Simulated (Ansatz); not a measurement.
Consider CsPbI$_{3}$ in the cubic perovskite structure (space group Pm-3m, No. 221; a = 6.390 Å). Axes: x, y, z lie along the cube axes.

All numbers come from PBE in Ansatz (plane waves to 420 eV, PAW, scalar-relativistic without spin-orbit coupling).

A first run, uniaxial strain ε_xx = −2.48 %, gives secant values C11 ≈ 40 GPa and C12 ≈ 5.2 GPa from its stress. A second run applies isotropic strain −2.87 %.

### Question
What does linear elasticity predict for the bulk modulus −ΔP/(ΔV/V₀) in the second run, and what does the run give?

### Answer
Linear elasticity: (C11 + 2 C12)/3 = 17 GPa. The run gives 19 GPa; any difference comes from nonlinear terms at these strains and numerical noise.

Whether these cells are dynamically stable was not tested. Many cubic perovskites are stable only at high temperature; tilts and polar distortions were not tested. This is not the structure that CsPbI3 has at room temperature and ambient pressure.

Ansatz is a program for electronic structure.
